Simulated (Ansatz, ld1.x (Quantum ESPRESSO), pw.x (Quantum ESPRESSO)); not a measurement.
Mg (Z = 12) (fcc): variants of one TM potential in the solid

* Element: Mg
* Generator: ld1.x (Quantum ESPRESSO) 7.5
* Type: norm-conserving Troullier–Martins (Kleinman–Bylander form)
* Functional: PBE
* Relativity: scalar-relativistic
* Frozen core: [Ne]
* Valence charge: 2
* Reference configuration: 3s1.75 3p0 (charge +0.25)
* Partial waves: 3p (bound, empty): rc 2.80 bohr; 3s (bound): rc 2.45 bohr
* Local potential: the s channel
* Core correction: none

Crystal test: fcc Mg in pw.x 7.5, no spin, 13³ k-points, Fermi–Dirac smearing 0.01 Ry, cutoffs set for each file from its atomic test. The reference is all-electron LAPW (Ansatz 0.2.0) with the same functional, mesh and smearing; V0 and B0 come from Birch–Murnaghan fits to the pressures at five volumes. Errors are pseudo minus all-electron; Δ is the rms difference of the E(V) curves that follow from these fits, minima aligned, over ±6 % about the mean V0. Mesh and smearing are coarse, so the numbers serve the comparison and aren't converged zero-temperature values; the lattice is a test structure that the element need not adopt.

All-electron: a0 = 4.524 Å (V0 = 23.15 Å³/atom), B0 = 35.0 GPa.

Base: This is a poor potential for the solid.

| change | cutoffs (Ry) | pw.x | a0 (Å) | a0 error (%) | B0 error (%) | Δ (meV/atom) | mean pressure error (GPa) |
| --- | --- | --- | --- | --- | --- | --- | --- |
| base | 35/140 | converged | 4.573 | +1.07 | -3.5 | 5.7 | +1.16 |
| all radii scaled by about 0.76 (s 1.86, p 2.12 bohr) | 35/140 | converged | 4.574 | +1.10 | -3.7 | 5.8 | +1.18 |
| all radii scaled by about 0.90 (s 2.20, p 2.52 bohr) | 35/140 | converged | 4.572 | +1.05 | -3.5 | 5.5 | +1.13 |
| all radii scaled by about 1.11 (s 2.72, p 3.12 bohr) | 35/140 | converged | 4.569 | +0.99 | -3.3 | 5.2 | +1.06 |
| all radii scaled by about 1.24 (s 3.04, p 3.48 bohr) | 35/140 | converged | 4.550 | +0.57 | -1.5 | 3.0 | +0.61 |

Q: Give the row for: all radii scaled by about 1.37 (s 3.36, p 3.84 bohr).

A: pw.x: converged; mean pressure error (GPa): -0.17; a0 (Å): 4.517; a0 error (%): -0.16; B0 error (%): +2.7; Δ (meV/atom): 0.8.
